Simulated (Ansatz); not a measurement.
Runs of Ansatz 0.2.0 on NaCl. It takes space group Fm-3m (No. 225, cubic). Conventional cell: a = 5.588 Å, b = 5.588 Å, c = 5.588 Å, α = 90.00°, β = 90.00°, γ = 90.00°. Around Cl (site symmetry m-3m) lie 6 Na at 2.79 Å. Na (site symmetry m-3m) is surrounded by 6 Cl at 2.79 Å. The cell is a database's computed one.

```csv
task,level,cell,k mesh,cutoff (eV),smearing,gap on the mesh (eV),pressure (GPa),relaxed volume (Å³/atom)
relaxation of cell and atoms,PBE+D4,relaxed,8 × 8 × 8,420,fermi-dirac 0.05 eV,(a),0.0,22.37
projected density of states,HSE06,as given,5 × 5 × 5,420,fermi-dirac 0.05 eV,(b),-,-
relaxation of the atoms,BLYP,"atoms relaxed from: atoms moved at random, drawn with an rms of 0.05 Å",8 × 8 × 8,420,tetrahedron,5.25,2.5,-
relaxation of cell and atoms,revPBE,relaxed,8 × 8 × 8,420,fermi-dirac 0.05 eV,5.04,0.0,24.69
```

Alike in all rows: potentials or basis Ansatz PAW; no spin polarisation.

Task: Estimate the missing entries.

Result: (a) 5.12; (b) 6.60.

Caveats: the PAW data sets come from PBE, with cores solved anew for the run's functional, which leaves a small shift of forces and pressure (some runs); the plane-wave basis is chosen anew once the cell has moved, so the energies of steps on either side of that aren't comparable (some runs); the potentials were made for another functional, which shifts forces and pressure (some runs); odd divisions of the mesh miss points on the zone boundary, where band edges often lie, so the gap on the mesh can be too wide (some runs); the density of states is complete only up to the lowest level of the last band computed (some runs).

A k mesh can miss the band edges.

Not every run made on this cell is shown here.
